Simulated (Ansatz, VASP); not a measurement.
One calculation of BP, two programs

The input INCAR:

```
PREC     = Accurate       # precision mode
ENCUT    = 520            # plane-wave cutoff, eV
EDIFF    = 1E-6           # SCF threshold, eV
ISMEAR   = 0              # smearing method
SIGMA    = 0.05           # smearing width, eV
LREAL    = False          # projectors in reciprocal space
LASPH    = True           # aspherical terms in the spheres
NELM     = 80             # most SCF steps
ALGO     = Normal         # electronic algorithm
ISIF     = 2              # what is computed and relaxed
LWAVE    = False          # write WAVECAR
LCHARG   = False          # write CHGCAR
GGA      = PE             # functional
NBANDS   = 26             # bands
```

Contents of KPOINTS:

```
Automatic mesh
0
Gamma
  6 6 6
```

POSCAR

```
BP
1.0
    4.5380000000      0.0000000000      0.0000000000
    0.0000000000     -4.5380000000      0.0000000000
    0.0000000000      0.0000000000     -4.5380000000
B P
4 4
Direct
    0.0000000000      0.5000000000      0.5000000000
    0.5000000000      0.0000000000      0.5000000000
    0.5000000000      0.5000000000      0.0000000000
    0.0000000000      0.0000000000      0.0000000000
    0.7500000000      0.7500000000      0.7500000000
    0.2500000000      0.2500000000      0.7500000000
    0.2500000000      0.7500000000      0.2500000000
    0.7500000000      0.2500000000      0.2500000000
```

Input for Ansatz:

```yaml
crystal:
  lattice:
    - [4.538, 0.0, 0.0]
    - [0.0, -4.538, 0.0]
    - [0.0, 0.0, -4.538]
  atoms:
    - { symbol: B, position: [0.0, 0.5, 0.5] }
    - { symbol: B, position: [0.5, 0.0, 0.5] }
    - { symbol: B, position: [0.5, 0.5, 0.0] }
    - { symbol: B, position: [0.0, 0.0, 0.0] }
    - { symbol: P, position: [0.75, 0.75, 0.75] }
    - { symbol: P, position: [0.25, 0.25, 0.75] }
    - { symbol: P, position: [0.25, 0.75, 0.25] }
    - { symbol: P, position: [0.75, 0.25, 0.25] }
basis:
  ecutwfc: 420
kpoints:
  mp_grid: { grid: [6, 6, 6] }
hamiltonian:
  xc: pbe
scf:
  occupations: { method: gaussian, width: 0.05 }
output:
  forces: true
  stress: true
  eigenvalues: true
  write_density: true
  write_potential: true
  elf: true
  volumetric_format: npy
```

Alike in both runs: task single point; functional PBE; k mesh 6 × 6 × 6; occupations gaussian, width 0.05 eV; no spin polarisation.

|  | VASP | Ansatz |
| --- | --- | --- |
| version | VASP 6.6.1 | Ansatz 0.2.0 |
| potentials or method | VASP PAW PBE potentials, release 64 (B, P) | scalar-relativistic, plane waves, PAW |
| plane-wave cutoff (eV) | 520 | 420 |
| valence electrons in the cell | 32 | 32 |

```csv
,VASP,Ansatz,Ansatz less VASP
gap on the k mesh at the Fermi level (eV),1.24,1.24,+0.004
least direct gap on the mesh (eV),1.33,1.34,+0.004
pressure (GPa),0.9,1.1,+0.23
```

A k mesh can miss the band edges.
